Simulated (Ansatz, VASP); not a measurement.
Given: the input of a run of VASP 6.6.1 on Si2Ni.

File INCAR:

```
SYSTEM = Si2Ni
PREC     = Accurate       ! precision mode
ENCUT    = 520            ! plane-wave cutoff, eV
EDIFF    = 1E-7           ! SCF threshold, eV
ISMEAR   = -1             ! smearing method
SIGMA    = 0.05           ! smearing width, eV
LREAL    = .FALSE.        ! projectors in reciprocal space
LASPH    = .TRUE.         ! aspherical terms in the spheres
NELM     = 120            ! most SCF steps
ALGO     = Normal         ! electronic algorithm
ISIF     = 2              ! what is computed and relaxed
LWAVE    = .FALSE.        ! write WAVECAR
LCHARG   = .FALSE.        ! write CHGCAR
ISPIN    = 2              ! spin polarisation
MAGMOM   = 1 0 0          ! initial moments
LORBIT   = 11             ! projections on sites
LMAXMIX  = 4              ! l up to which the mixer works
GGA      = PS             ! functional
NBANDS   = 20             ! bands
```

File KPOINTS:

```
Automatic mesh
0
G
  9 9 9
  0 0 0
```

File POSCAR:

```
Si2Ni
1.0
    0.0000000000      2.7030000000      2.7030000000
    2.7030000000      0.0000000000      2.7030000000
    2.7030000000      2.7030000000      0.0000000000
Ni Si
1 2
Direct
    0.0000000000      0.0000000000      0.0000000000
    0.7500000000      0.7500000000      0.7500000000
    0.2500000000      0.2500000000      0.2500000000
```

Potentials or basis: VASP PAW PBE potentials, release 64 (Ni, Si).

Launch:

```sh
$ cat potpaw_PBE.64/Ni/POTCAR potpaw_PBE.64/Si/POTCAR > POTCAR
$ mpirun -np 1 vasp_std > vasp.out
```

**Question.** Translate it to Ansatz 0.2.0. Potentials there: Ansatz PAW.

**Answer.** As run (the cutoff follows the program's own potentials):

File input.yaml:

```yaml
crystal:
  lattice:
    - [0.0, 2.703, 2.703]
    - [2.703, 0.0, 2.703]
    - [2.703, 2.703, 0.0]
  atoms:
    - { symbol: Ni, position: [0.0, 0.0, 0.0], spin: 1.0 }
    - { symbol: Si, position: [0.75, 0.75, 0.75] }
    - { symbol: Si, position: [0.25, 0.25, 0.25] }
hamiltonian:
  xc: pbesol
  pseudopotentials: { kind: paw }
magnetization:
  spin_polarized: true
kpoints:
  mp_grid: { grid: [9, 9, 9] }
scf:
  occupations: { method: fermi_dirac, width: 0.05 }
output:
  forces: true
  stress: true
  eigenvalues: true
```

Potentials or basis: Ansatz PAW.

Command:

```console
$ ansatz run input.yaml --threads 1 --pin off --max-ram 3584MiB --backend cpu --events-out ev --progress --plain --runs-dir out
```

Both were run:

|  | VASP | Ansatz | Ansatz less VASP |
| --- | --- | --- | --- |
| gap on the k mesh at the Fermi level (eV) | none | none | - |
| pressure (GPa) | -0.8 | -0.9 | -0.13 |
| net moment per atom (μB) | 0.00 | 0.00 | 0.000 |

A gap of «none» marks a metal or a gap that the smearing closes. The two sets of potentials don't hold the same shells in valence.

Caveats: the PAW data sets were made with another functional, which shifts forces and pressure a little (VASP); the PAW data sets come from PBE, with cores solved anew for the run's functional, which leaves a small shift of forces and pressure (Ansatz); the starting moments weren't kept (Ansatz).
